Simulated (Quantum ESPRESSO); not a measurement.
The system is SiO2.

```
Si O
1.0
    -4.47204    4.47204    2.61177
     4.47204   -4.47204    2.61177
     4.47204    4.47204   -2.61177
Si O
4 8
Direct
  0.82311 0.82311 0.64622
  0.17689 0.82311 0.00000
  0.82311 0.17689 0.00000
  0.17689 0.17689 0.35378
  0.00000 0.79145 0.79145
  0.20855 0.00000 0.20855
  0.79145 0.00000 0.79145
  0.00000 0.20855 0.20855
  0.00000 0.00000 0.50000
  0.50000 0.00000 0.00000
  0.00000 0.50000 0.00000
  0.50000 0.50000 0.50000
```

The cell comes from a database or a generator and needn't be the stable form of this composition.

* Program: Quantum ESPRESSO 7.5
* Task: single point
* Functional: PBE
* Potentials or basis: SSSP 1.3 efficiency PBE
* Cutoff: 748 eV
* Density cutoff: 5987 eV
* k mesh: 6 × 6 × 6
* Occupations: fermi-dirac, width 0.05 eV
* Spin: no spin polarisation

On this cell: pressure 4.0 GPa; largest force 0.230 eV/Å; band gap on the k mesh 5.44 eV, indirect (least direct gap 5.45 eV).

The same run follows on a disturbed copy (atoms moved at random, drawn with an rms of 0.05 Å):

```xyz
12
Lattice="-4.4720 4.4720 2.6118 4.4720 -4.4720 2.6118 4.4720 4.4720 -2.6118" Properties=species:S:1:pos:R:3 pbc="T T T"
Si    2.9120    2.8677    2.6312
Si    2.9040   -2.9344    2.5996
Si   -2.8373    2.8908    2.6299
Si    1.5813    1.5440   -0.0156
O     7.0714    0.0021    0.0338
O     0.0521    1.8469    0.0067
O    -0.0315    7.1068   -0.0065
O     1.8486    0.0221    0.0220
O     2.2178    2.2172   -1.2971
O    -2.2011    2.2260    1.2898
O     2.2167   -2.2196    1.2840
O     2.2252    2.2283    1.3007
```

What changes?

The energy moves by +43.1 meV/atom; pressure 5.2 GPa; largest force 3.994 eV/Å; band gap on the k mesh 5.26 eV, indirect (least direct gap 5.30 eV).

Forces on the atoms (eV/Å):
```
Si  -2.589  0.169 -0.804
Si   0.953  1.839 -0.286
Si  -2.501  0.763 -2.782
Si   1.229  2.206  1.118
O   -0.388 -1.485 -0.176
O   -3.602  0.310 -0.268
O    3.978 -0.354  0.015
O    0.788 -3.115 -0.108
O    0.602  0.421 -0.967
O   -0.426  0.590  0.735
O    1.594 -1.635  2.946
O    0.363  0.292  0.577
```

Stress tensor (GPa, compression positive):
```
 4.81 -1.91 -0.02
-1.91  7.05 -1.69
-0.02 -1.69  3.78
```

A k mesh can miss the band edges.
